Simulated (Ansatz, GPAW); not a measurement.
This is a calculation of CuAu3 for Ansatz 0.2.0. The cell comes from a database or a generator and needn't be the stable form of this composition.

input.yaml

```yaml
crystal:
  lattice:
    - [-1.99062777, 1.99062777, 4.08209929]
    - [1.99062777, -1.99062777, 4.08209929]
    - [1.99062777, 1.99062777, -4.08209929]
  atoms:
    - { symbol: Au, position: [0.5, 0.5, 0.0] }
    - { symbol: Au, position: [0.25, 0.75, 0.5] }
    - { symbol: Au, position: [0.75, 0.25, 0.5] }
    - { symbol: Cu, position: [0.0, 0.0, 0.0] }
kpoints:
  mp_grid: { grid: [9, 9, 9] }
scf:
  occupations: { method: fermi_dirac, width: 0.05 }
hamiltonian:
  xc: pbesol
  pseudopotentials: { kind: all_electron, lapw: { basis_error: 0.001 } }
output:
  forces: true
  stress: true
  eigenvalues: true
  populations: true
```

Potentials or basis: all-electron LAPW, scalar-relativistic.

Run with:

```sh
$ ansatz run input.yaml --threads 2 --pin off --max-ram 8192MiB --backend cpu --events-out ev --progress --plain --runs-dir out
```

**Question.** What does the same run look like in GPAW 26.7.0 (ASE script)? Potentials or basis there: PAW data sets generated for this functional, cutoff 600 eV.

**Answer.** As run (cutoffs and basis follow the program's own potentials, and thresholds, step limits or extra output files can differ):

File run.py:

```python
from ase import Atoms
from ase.dft.bandgap import bandgap
from ase.io import write
from ase.units import GPa
from gpaw import GPAW, PW, setup_paths

setup_paths.insert(0, '.')

atoms = Atoms(['Au', 'Au', 'Au', 'Cu'],
              cell=[[-1.99062777, 1.99062777, 4.08209929],
                    [1.99062777, -1.99062777, 4.08209929],
                    [1.99062777, 1.99062777, -4.08209929]],
              scaled_positions=[[0.5, 0.5, 0.0],
                                [0.25, 0.75, 0.5],
                                [0.75, 0.25, 0.5],
                                [0.0, 0.0, 0.0]],
              pbc=True)

calc = GPAW(mode=PW(600),
            xc='PBEsol',
            kpts={'size': (9, 9, 9), 'gamma': True},
            occupations={'name': 'fermi-dirac', 'width': 0.05},
            nbands=42,
            convergence={'density': 1e-05, 'energy': 1e-05},
            maxiter=150,
            txt='gpaw.txt')
atoms.calc = calc
energy = atoms.get_potential_energy()
forces = atoms.get_forces()
stress = atoms.get_stress()
calc.write('gs.gpw')
write('result.traj', atoms)
print(f'Energy: {energy:.6f} eV')
print('Forces (eV/A):')
print(forces.round(4))
print('Stress (GPa):', (stress / GPa).round(3))
print('Fermi level:', round(calc.get_fermi_level(), 4), 'eV')
print(f'Gap: {bandgap(calc)[0]:.4f} eV, direct: {bandgap(calc, direct=True)[0]:.4f} eV')
```

Potentials or basis: PAW data sets generated in the run's folder for this functional, pw.

Run with:

```console
$ gpaw-setup -f PBEsol Au Cu
$ OMP_NUM_THREADS=1 python run.py
```

Both were run:

|  | Ansatz | GPAW |
| --- | --- | --- |
| Pressure | -4.6 GPa | -2.0 GPa |

Where Ansatz's input types no cutoff or centring, it takes its own default and a Γ-centred mesh.

Pressure is positive in compression.
